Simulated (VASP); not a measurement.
A calculation with VASP 6.6.1 of Tb (native input, structure from a POSCAR):

File INCAR:

```
SYSTEM = Tb
  PREC = Accurate
  ENCUT = 520
  EDIFF = 1E-7
  ISMEAR = 0
  SIGMA = 0.02
  LREAL = .False.
  LASPH = .True.
  NELM = 100
  ALGO = Normal
  ISIF = 2
  LWAVE = .False.
  LCHARG = .True.
  ISPIN = 2
  MAGMOM = 6
  LORBIT = 11
  LMAXMIX = 6
  GGA = PE
  LELF = .True.
  LVHAR = .True.
```

KPOINTS

```
regular mesh
0
Gamma
  9 9 9
  0 0 0
```

Contents of POSCAR:

```
Tb
1.0
    0.0000000000      2.5199650902      2.5199650902
    2.5199650902      0.0000000000      2.5199650902
    2.5199650902      2.5199650902      0.0000000000
Tb
1
Direct
    0.0000000000      0.0000000000      0.0000000000
```

Potentials or basis: VASP PAW PBE potentials, release 64 (Tb_3), 4f in core.

The run is started by

```bash
$ cat potpaw_PBE.64/Tb_3/POTCAR > POTCAR
$ mpirun -np 1 vasp_std > vasp.out
```

This isn't the form of Tb at room conditions, which is hcp.

Problem. Write the same calculation in another form: ASE script, structure typed inline.

Solution. As run:

Contents of run.py:

```python
from ase import Atoms
from ase.calculators.vasp import Vasp
from ase.dft.bandgap import bandgap

atoms = Atoms(
    ['Tb'],
    cell=[[0.0, 2.5199650902, 2.5199650902], [2.5199650902, 0.0, 2.5199650902], [2.5199650902, 2.5199650902, 0.0]],
    scaled_positions=[[0.0, 0.0, 0.0]],
    pbc=True,
)
atoms.set_initial_magnetic_moments([6.0])
calc = Vasp(
    directory='calc',
    xc='pbe',
    pp='PBE',
    setups='materialsproject',
    prec='Accurate',
    encut=520,
    ediff=1e-07,
    ismear=0,
    sigma=0.02,
    lreal=False,
    lasph=True,
    nelm=100,
    algo='Fast',
    isif=2,
    lwave=False,
    lcharg=True,
    ispin=2,
    lorbit=11,
    lmaxmix=6,
    lelf=True,
    lvhar=True,
    kpts=[9, 9, 9],
    gamma=True,
)
atoms.calc = calc

print('energy (eV):', atoms.get_potential_energy())
print('free energy (eV):', atoms.get_potential_energy(force_consistent=True))
print('forces (eV/A):')
print(atoms.get_forces())
print('stress (eV/A^3, Voigt):', atoms.get_stress())
print('Fermi level (eV):', calc.get_fermi_level())
print('moment (muB):', atoms.get_magnetic_moment())
print('site moments (muB):', atoms.get_magnetic_moments())
gap, top, bottom = bandgap(calc)
print('band gap (eV):', gap, 'from (spin, k, band)', top, 'to', bottom)
```

Potentials or basis: VASP PAW PBE potentials, release 64 (Tb_3), 4f in core.

The run is started by

```bash
$ python run.py
```

Both were run:

|  | native input, structure from a POSCAR | ASE script, structure typed inline |
| --- | --- | --- |
| Pressure | 0.0 GPa | 0.0 GPa |
| Band gap on the k mesh | none (metal or under the smearing width) | none (metal or under the smearing width) |
| Net moment | 0.11 μB per cell | 0.11 μB per cell |
| Site moments | Tb +0.07 μB | Tb +0.07 μB |
| Valence electrons inside the program's atomic spheres | Tb 7.82 | Tb 7.82 |

Keys that steer only the numerical path or the files written may differ.

Caveat: the magnetic or orbital state may not be the lowest; spin-orbit coupling is left out, which moves the levels of the heavy elements; the 4f electrons are frozen in the core as for a trivalent ion, so they carry no moment and show no levels.
